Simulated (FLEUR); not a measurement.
The system is CdS (Hawleyite).

```
CELL_PARAMETERS angstrom
0.00000 2.91650 2.91650
2.91650 0.00000 2.91650
2.91650 2.91650 0.00000
ATOMIC_POSITIONS crystal
Cd 0.00000 0.00000 0.00000
S 0.75000 0.75000 0.75000
```

Base run:

```yaml
Program: FLEUR MaX-R8.1 (later development tree)
Functional: PBEsol
Potentials_or_basis: all-electron
Basis: FLAPW
Kmax: 5.19 1/bohr
k_mesh: 8 × 8 × 8
Occupations: fermi-dirac, width 0.05 eV
Spin: no spin polarisation
```

Its results: band gap on the k mesh 1.00 eV, direct.

**Question.** The run is repeated on the same cell with these changes: functional from PBEsol to r2SCAN. What comes out?

**Answer.** Band gap on the k mesh 1.60 eV, direct.

r2SCAN gives the wider gap, since meta-GGAs in the generalised Kohn-Sham scheme recover part of the derivative discontinuity.

Caveats: the meta-GGA is that of a development version, with a GGA for the radial functions and cores and without core tails (some runs).

Not every run made on this cell is shown here.
